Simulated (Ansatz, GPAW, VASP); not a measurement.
Rb: 3 runs at one level of theory

```
CELL_PARAMETERS angstrom
-2.80250 2.80250 2.80250
2.80250 -2.80250 2.80250
2.80250 2.80250 -2.80250
ATOMIC_POSITIONS crystal
Rb 0.00000 0.00000 0.00000
```

Alike in all runs: task single point; functional PBE; k mesh 7 × 7 × 7; occupations gaussian, width 0.02 eV; no spin polarisation; no spin-orbit coupling. Pressure is positive in compression and, in plane waves, holds the error of the finite cutoff.

```tsv
program and potentials	plane-wave cutoff (eV)	notes	pressure (GPa)
GPAW, GPAW PAW data sets (gpaw-data 1.2.1)	600	9 valence electrons an atom on average	0.08
Ansatz, all-electron LAPW, scalar-relativistic	-	-	0.09
VASP, PBE PAW files Rb_pv, 500 eV	500	7 valence electrons an atom on average	0.10
```

The pressure spans 0.08 (GPAW, GPAW PAW data sets (gpaw-data 1.2.1)) to 0.10 GPa (VASP, PBE PAW files Rb_pv, 500 eV), with all-electron results at 0.09.

Differences between rows come from potentials, basis sets and numerical settings, since the functional is the same but for its coding. Runs on potential files found faulty are left out.
